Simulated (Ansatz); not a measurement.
Nb, one cell by several methods

```
Nb
1.0
     2.71676    0.00000    0.00000
     0.00000    2.71676    0.00000
     0.00000    0.00000    2.71676
Nb
1
Cartesian
  0.0000 0.0000 0.0000
```

The cell was built from the sc type and relaxed in the same program, and has space group Pm-3m; it needn't be a known or the stable phase.

Spin polarisation is left out, and whether a magnetic state lies lower isn't shown here.

All numbers are computed: DFT, PBE, PAW with Ansatz's default frozen-core files, scalar-relativistic (Ansatz 0.2.0); DFT, PBE, all-electron PAW with datasets made for the crystal, scalar-relativistic (Ansatz 0.2.0); DFT, PBE, all-electron LAPW, scalar-relativistic (Ansatz 0.2.0).

For PAW: a Γ-centred 13×13×13 k mesh, Fermi–Dirac smearing of 0.03 eV, cutoff 420 eV, no spin polarisation. The crystal-made all-electron datasets (AE datasets) take a cutoff of 260 eV at this cell. LAPW targets a basis error of 0.5 meV/atom. The Ansatz runs share mesh, smearing and spin set-up. Plane-wave (PAW) pressures include the program's estimate of the Pulay term.

Stress and pressure are positive in compression.

Levels count from the Fermi level.

| quantity | PAW | AE datasets | LAPW |
| --- | --- | --- | --- |
| pressure (GPa) | -0.01 | 0.00 | -0.01 |
| highest filled level at M (eV) | -1.055 | -1.054 | -1.054 |
| lowest empty level at M (eV) | 2.524 | 2.526 | 2.526 |
| highest filled level at Γ (eV) | -2.807 | -2.807 | -2.807 |
| lowest empty level at Γ (eV) | 5.086 | 5.087 | 5.087 |

PAW's pressure differs from the LAPW value by about 0.01 GPa or less.
